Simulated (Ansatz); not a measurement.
# Harmonic thermodynamics of LiF

Method: Ansatz 0.2.0, DFT PBE, scalar-relativistic, plane waves, PAW. Settings: 420 eV plane-wave cutoff, Γ-centred 8×8×8 mesh, fixed occupations. No spin polarisation. Phonons by linear response, acoustic sum rule imposed.

Relaxed structure:
```
Li F
1.0
    -3.31017    3.31017    2.01677
     3.31017   -3.31017    2.01677
     3.31017    3.31017   -2.01677
Li F
4 4
Direct
  0.85359 0.64641 0.50000
  0.64641 0.14641 0.79281
  0.35359 0.85359 0.20719
  0.14641 0.35359 0.50000
  0.34975 0.15025 0.50000
  0.65025 0.84975 0.50000
  0.15025 0.65025 0.80051
  0.84975 0.34975 0.19949
```

It was reached by relaxing an invented guess, and it needn't be the stable form of this composition. The q mesh is coarse, so values between its points are rough.

Force constants from linear response on a 2×2×2 q mesh, interpolated to a fine mesh.

Phonon density of states, in bins of 10 cm⁻¹:
```csv
bin centre (cm⁻¹),share of modes (%)
5,0.0
15,0.0
25,0.0
35,0.1
45,0.2
55,0.3
65,0.5
75,0.6
85,0.7
95,0.9
105,1.1
115,1.4
125,1.5
135,2.1
145,1.8
155,0.9
165,1.0
175,1.7
185,1.5
195,1.2
205,2.2
215,2.9
225,3.1
235,2.9
245,1.9
255,2.1
265,4.0
275,3.2
285,3.6
295,5.1
305,4.0
315,3.8
325,3.2
335,2.8
345,2.4
355,1.8
365,3.0
375,2.8
385,1.5
395,1.8
405,1.9
415,1.8
425,2.5
435,2.0
445,0.9
455,0.5
465,0.4
475,0.3
485,0.4
495,0.6
505,1.7
515,1.8
525,1.8
535,1.1
545,0.9
555,0.9
565,0.7
575,0.5
585,0.8
595,2.0
605,0.9
615,0.1
625,0.0
```

Question: Give the zero-point energy per atom.

Answer: 58.9 meV.

Question: How large are the vibrational entropy and heat capacity at 300 K?

Answer: S = 2.35 k_B and C_V = 2.44 k_B per atom, 81 % of the Dulong–Petit value.

Question: Tabulate them against temperature.

Answer:
```tsv
T (K)	F_vib (meV/atom)	S (k_B/atom)	C_V (k_B/atom)
100	57.7	0.45	0.91
200	49.6	1.45	1.97
300	33.2	2.35	2.44
400	9.7	3.08	2.66
500	-19.6	3.69	2.77
600	-53.7	4.20	2.84
700	-91.9	4.65	2.88
800	-133.6	5.03	2.91
900	-178.5	5.38	2.93
1000	-226.1	5.68	2.94
```
